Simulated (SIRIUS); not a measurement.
Runs of SIRIUS 7.10.0 on GaN. Symmetry: F-43m, No. 216, cubic system. The conventional cell has a = 4.507 Å, b = 4.507 Å, c = 4.507 Å, α = 90.00°, β = 90.00°, γ = 90.00°. Around Ga (site symmetry -43m) lie 4 N at 1.95 Å. Around N (site symmetry -43m) lie 4 Ga at 1.95 Å. The cell is a database's computed one.

| task | level | potentials or basis | energy tol | density tol | mixer | mixing beta | max scf | gap on the mesh (eV) | pressure (GPa) | V0 of scaled cells (Å³/atom) | B0 (GPa) |
| --- | --- | --- | --- | --- | --- | --- | --- | --- | --- | --- | --- |
| equation of state | PBE | PseudoDojo 0.4.1 PBE standard (scalar relativistic) | - | - | - | - | - | - | - | (a) | 172 |
| single point | PBEsol | PseudoDojo 0.4.1 PBEsol standard (scalar relativistic) | 1e-08 Ha | 1e-06 | anderson | 0.7 | 100 | 1.71 | (b) | - | - |
| single point | PBE | PseudoDojo 0.4.1 PBE standard (scalar relativistic) | 1e-08 Ha | 1e-06 | anderson | 0.7 | 100 | 1.76 | 5.2 | - | - |
| equation of state | PBEsol | PseudoDojo 0.4.1 PBEsol standard (scalar relativistic) | - | - | - | - | - | - | - | 11.39 | (c) |

Alike in all rows: no spin polarisation; cell as given; k mesh 10 × 10 × 10; cutoff (eV) 1152; smearing fermi-dirac 0.05 eV.

Question: Fill in the values left out.

Answer: (a) 11.77; (b) -0.9; (c) 188.

A k mesh can miss the band edges, and the runs leave out spin-orbit coupling on Ga.

Not every run made on this cell is shown here.
